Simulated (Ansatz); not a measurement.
# By hand: formation energy of LiI (rock salt, Fm-3m) from the elements

Subject: the formation energy of LiI (rock salt, Fm-3m) from the elements. Reaction: Li (bcc) + I (Cmce) → LiI (rock salt). Negative: the products are lower in energy. The value is per atom of the solid.

LiI (rock salt, Fm-3m), 2 atoms in the cell. Conventional cell: a = b = c = 5.8579 Å, α = β = γ = 90.00°.

Setting: static, neutral cells in Ansatz (PAW) whose structures rest at the PBE+D3(BJ) level. Ansatz (a quantum-chemistry and plane-wave program) runs with its default PAW set. Other levels take these structures. The lattices are those relaxed with PBE+D3(BJ), so at other levels the solids can be strained, which adds to the spread. Spin-orbit coupling is left out.

Total energies of the cells in eV, at zero smearing width. They compare only within one column; the weights balance every element.

```json
[
 {"cell": "Li (bcc)", "atoms": "1", "weight": "−4", "PBE+D3(BJ)": "-204.86466", "RPBE": "-205.42168"},
 {"cell": "I (Cmce)", "atoms": "4", "weight": "−1", "PBE+D3(BJ)": "-30052.80184", "RPBE": "-30087.79081"},
 {"cell": "LiI (rock salt)", "atoms": "2", "weight": "+4", "PBE+D3(BJ)": "-7720.55724", "RPBE": "-7729.76808"}
]
```

PBE+D3(BJ): − 4 × (-204.86466) − (-30052.80184) + 4 × (-7720.55724) = -9.968 eV; dividing by 8 atoms gives -1.25 eV/atom.

RPBE: − 4 × (-205.42168) − (-30087.79081) + 4 × (-7729.76808) = -9.595 eV; dividing by 8 atoms gives -1.20 eV/atom.

What follows from the PBE+D3(BJ) value: A formula unit of LiI has 2 atoms, so it forms with -1.2461 × 2 = -2.492 eV, or -240.4 kJ/mol at 96.485 kJ/mol per eV.
